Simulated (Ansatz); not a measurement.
Relaxing InP

**What was measured.** A cell as deposited of cubic InP (space group F-43m), temperature not stated, from the Crystallography Open Database (1969), has a = 5.850 Å and 25.02 Å³/atom.

A printed reference work, data compilation reports, for a bulk crystal of InP: bulk modulus 71 GPa.

Method: PBE, scalar-relativistic; no spin polarisation; PAW, 420 eV, 10×10×10 k-mesh, Gaussian smearing of 0.05 eV; code Ansatz. The datasets are Ansatz's generated set soft_2.

The chain of runs began from a cell as deposited in COD, expanded in volume. Of that entry: the entry's cell lengths or inner coordinates differ somewhat from later room-temperature determinations.

The start, 2 % over the database's volume:

```yaml
crystal:
  lattice:
    - [0.00000, 2.94024, 2.94024]
    - [2.94024, 0.00000, 2.94024]
    - [2.94024, 2.94024, 0.00000]
  atoms:
    - { symbol: In, position: [0.00000, 0.00000, 0.00000] }
    - { symbol: P, position: [0.75000, 0.75000, 0.75000] }
```

The first steps of the search for zero pressure:

| run | level | k-mesh | kind | V (Å³/atom) | P (GPa) | gap on the mesh (eV) |
| --- | --- | --- | --- | --- | --- | --- |
| 1 | PBE | 10×10×10 | fixed cell | 25.42 | 2.6 | 0.66 |

At which volume does PBE reach zero pressure?

26.45 Å³/atom, about 4.1 % over the start.

The steps that followed:

| run | level | k-mesh | kind | V (Å³/atom) | P (GPa) | E − E(final) (meV/atom) | gap on the mesh (eV) |
| --- | --- | --- | --- | --- | --- | --- | --- |
| 2 | PBE | 10×10×10 | fixed cell | 25.86 | 1.4 | 2.6 | 0.57 |
| 3 | PBE | 10×10×10 | fixed cell | 26.45 | 0.0 | 0.0 | 0.44 |

The final structure (symmetry read at 0.01 Å). Symmetry: F-43m, No. 216, cubic system. Conventional cell: a = 5.959 Å, b = 5.959 Å, c = 5.959 Å, α = 90.00°, β = 90.00°, γ = 90.00°. Around In (site symmetry -43m) lie 4 P at 2.58 Å. P (site symmetry -43m) has 4 In at 2.58 Å as nearest neighbours. (Neighbours are counted to 15 % beyond the shortest distance.)

| atom | site | symmetry | x | y | z |
| --- | --- | --- | --- | --- | --- |
| In | 4a | -43m | 0.0000 | 0.0000 | 0.0000 |
| P | 4c | -43m | 0.2500 | 0.2500 | 0.2500 |

At the final geometry the gap, band path included, is 0.44 eV. The equation of state gives B0 = 59 GPa and B0′ = 4.7. Against the elements' standard states, run alike and uncorrected, the formation energy is -0.24 eV/atom. 

**Why it comes out so.**

Bader charges against formal ones: In +0.88 (+3), P −0.88 (−3). The cations give up 29 % of the formal charge; Bader charges stay under formal ones because the anions' density reaches into the cations' basins, the more so the higher the formal charge and the softer the anion.

**Against experiment.** PBE gives 5.959 Å and 26.45 Å³/atom, +5.7 % in volume (+1.9 % in length) from the database's cell. PBE usually overestimates volumes, but by less than this. The database's entry may also be off. Measured bulk modulus of InP: 71 GPa (a printed reference work, data compilation). This calculation gives 59 GPa (-16.2 %). Bulk moduli follow the volume steeply: with B0′ near 4, a cell 1 % too large is about 4 % too soft, and one too small too stiff.
